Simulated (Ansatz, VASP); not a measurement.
**Two plane-wave programs on Sb**

```xyz
2
Lattice="3.3545 0.0000 0.0000 -1.6773 2.9051 0.0000 0.0000 0.0000 5.4702" Properties=species:S:1:pos:R:3 pbc="T T T"
Sb    1.7140    0.9717    4.1111
Sb   -0.0346    1.9248    1.3982
```

Change from the starting cell: atoms moved at random, drawn with an rms of 0.05 Å.

Alike in both runs: task single point; functional PBE; k mesh 9 × 9 × 5; occupations fermi-dirac, width 0.05 eV; no spin polarisation.

|  | VASP | Ansatz |
| --- | --- | --- |
| version | VASP 6.6.1 | Ansatz 0.2.0 |
| potentials or method | VASP PAW PBE potentials, release 64 (Sb) | Ansatz PAW |
| plane-wave cutoff (eV) | 520 | 420 |
| valence electrons in the cell | 10 | 30 |

|  | VASP | Ansatz | Ansatz less VASP |
| --- | --- | --- | --- |
| gap on the k mesh at the Fermi level (eV) | none | none | - |
| pressure (GPa) | 1.4 | 1.5 | +0.14 |
| largest component of the traceless stress (GPa) | 0.21 | 0.21 | +0.002 |
| rms of the force components (eV/Å) | 0.022 | 0.021 | -0.0001 |

Atom by atom the forces differ by 0.000 eV/Å (rms over components). A gap of «none» marks a metal or a gap that the smearing closes. With one functional, cell and mesh, what is left measures potentials, basis and numerics. The two sets of potentials don't hold the same shells in valence.

The runs have no spin-orbit coupling, so splittings on Sb are missing.
